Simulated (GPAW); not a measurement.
GaN:

```
Ga N
1.0
     3.18000    0.00000    0.00000
    -1.59000    2.75396    0.00000
     0.00000    0.00000    5.16600
Ga N
2 2
Direct
  0.66667 0.33333 0.50000
  0.33333 0.66667 0.00000
  0.66667 0.33333 0.87500
  0.33333 0.66667 0.37500
```

Base run:

- Program: GPAW 26.7.0
- Functional: r2SCAN
- Potentials or basis: GPAW PAW data sets (gpaw-data 1.2.1)
- Cutoff: 800 eV
- Basis: pw
- k mesh: 7 × 7 × 4
- Occupations: fermi-dirac, width 0.05 eV
- Spin: spin-orbit coupling, no magnetisation

Its results: band gap on the k mesh 2.54 eV, direct; pressure 7.2 GPa.

Question: The run is repeated on the same cell with these changes: functional from r2SCAN to SCAN; band points from 80 to 100. What comes out?

Answer: Band gap on the k mesh 2.46 eV, direct; pressure 7.4 GPa.

Caveats: spin-orbit coupling was added after a scalar SCF, so levels and gaps hold it while energy, forces, pressure and moments don't; this program's spin-orbit splittings come out too wide for heavy elements; the PAW data sets were made with another functional, which shifts forces and pressure a little.
